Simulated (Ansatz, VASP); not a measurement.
**Ru: VASP beside Ansatz**

File INCAR:

```
ALGO     = Fast           # electronic algorithm
EDIFF    = 1E-7           # SCF threshold, eV
ENCUT    = 520            # plane-wave cutoff, eV
GGA      = PS             # functional
ISIF     = 2              # what is computed and relaxed
ISMEAR   = 0              # smearing method
LASPH    = True           # aspherical terms in the spheres
LCHARG   = False          # write CHGCAR
LREAL    = False          # projectors in reciprocal space
LWAVE    = False          # write WAVECAR
NBANDS   = 21             # bands
NELM     = 80             # most SCF steps
PREC     = Accurate       # precision mode
SIGMA    = 0.15           # smearing width, eV
```

File KPOINTS:

```
k-points
0
Gamma
  18 18 10
```

The input POSCAR:

```
Ru
1.0
    2.6896847531      0.0000000000      0.0000000000
   -1.3448423765      2.3293353243      0.0000000000
    0.0000000000      0.0000000000      4.6606000000
Ru
2
Direct
    0.3333333333      0.6666666667      0.2500000000
    0.6666666667      0.3333333333      0.7500000000
```

Input for Ansatz:

```yaml
crystal:
  lattice:
    - [2.6896847531, 0.0, 0.0]
    - [-1.3448423765, 2.3293353243, 0.0]
    - [0.0, 0.0, 4.6606]
  atoms:
    - { symbol: Ru, position: [0.3333333333, 0.6666666667, 0.25] }
    - { symbol: Ru, position: [0.6666666667, 0.3333333333, 0.75] }
basis:
  ecutwfc: 420
kpoints:
  mp_grid: { grid: [18, 18, 10] }
hamiltonian:
  xc: pbesol
  pseudopotentials: { kind: paw, azcp: { folder: soft_1 } }
scf:
  occupations: { method: gaussian, width: 0.15 }
output:
  forces: true
  stress: true
  eigenvalues: true
```

Alike in both runs: task single point; functional PBEsol; k mesh 18 × 18 × 10; occupations gaussian, width 0.15 eV; no spin polarisation.

|  | VASP | Ansatz |
| --- | --- | --- |
| version | VASP 6.6.1 | Ansatz 0.2.0 |
| potentials or method | VASP PAW PBE potentials, release 64 (Ru_pv) | scalar-relativistic, plane waves, PAW |
| plane-wave cutoff (eV) | 520 | 420 |
| valence electrons in the cell | 28 | 32 |

VASP gave:

- gap on the k mesh at the Fermi level (eV): none
- pressure (GPa): -23.7
- largest component of the traceless stress (GPa): 23.16

Task: Which values does Ansatz return?

Result: gap on the k mesh at the Fermi level (eV): none; pressure (GPa): -23.6; largest component of the traceless stress (GPa): 23.21.

A gap of «none» marks a metal or a gap that the smearing closes. With one functional, cell and mesh, what is left measures potentials, basis and numerics. The two sets of potentials don't hold the same shells in valence. Ansatz warned: «pseudo_functional_mismatch».

Caveats: so large a pressure means that the cell lies far from this level's equilibrium, or that cutoff or potentials fall short (VASP); the potentials were made for another functional, which shifts forces and pressure (VASP).
